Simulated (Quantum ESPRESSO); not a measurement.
## NiO in Quantum ESPRESSO: convergence with density cutoff

Crystal: NiO.

```
CELL_PARAMETERS angstrom
2.50462 0.00000 0.00000
0.00000 2.50462 0.00000
0.00000 0.00000 2.50462
ATOMIC_POSITIONS crystal
Ni 0.96039 0.02351 0.98535
O 0.47023 0.49918 0.52629
```

The cell comes from a database or a generator and needn't be the stable form of this composition.

The cell isn't the ideal one: atoms moved at random, drawn with an rms of 0.1 Å.

```yaml
Program: Quantum ESPRESSO 7.5
Task: single point
Functional: LDA
Potentials_or_basis: GBRV 1.5 LDA
Cutoff: 612 eV
Density_cutoff: 2449 eV
k_mesh: 8 × 8 × 8
Occupations: fermi-dirac, width 0.136 eV
Spin: collinear spin, ferromagnetic start
Starting_moments: "[1.0, 0.0] μB"
```

These are the settings of the first run; the series varies density cutoff, with any setting tied to it.

Hardware: 1 thread of Arm Neoverse V1 (shared host).

| density cutoff | energy less the tightest run, at zero smearing (meV/atom) | SCF cycles | CPU time (s) | peak memory (GiB) |
| --- | --- | --- | --- | --- |
| 180 Ry | 0.01 | 18 | 170 | 0.14 |
| 225 Ry | 0.06 | 18 | 170 | 0.14 |
| 270 Ry | 0.05 | 18 | 170 | 0.15 |
| 315 Ry | 0.01 | 18 | 170 | 0.15 |
| 360 Ry | 0.01 | 18 | 170 | 0.16 |
| 450 Ry | -0.01 | 18 | 170 | 0.2 |
| 540 Ry | -0.01 | 18 | 170 | 0.23 |
| 720 Ry | 0.00 | 18 | 180 | 0.25 |

Against the tightest run, the energy stays within 1 meV/atom from 180 Ry on. The tightest run that finished is the yardstick and may itself not be fully converged.

Caveat, for the tightest run too: the k mesh is coarse; a cell with one magnetic atom can't hold antiferromagnetic order, which such compounds often take.
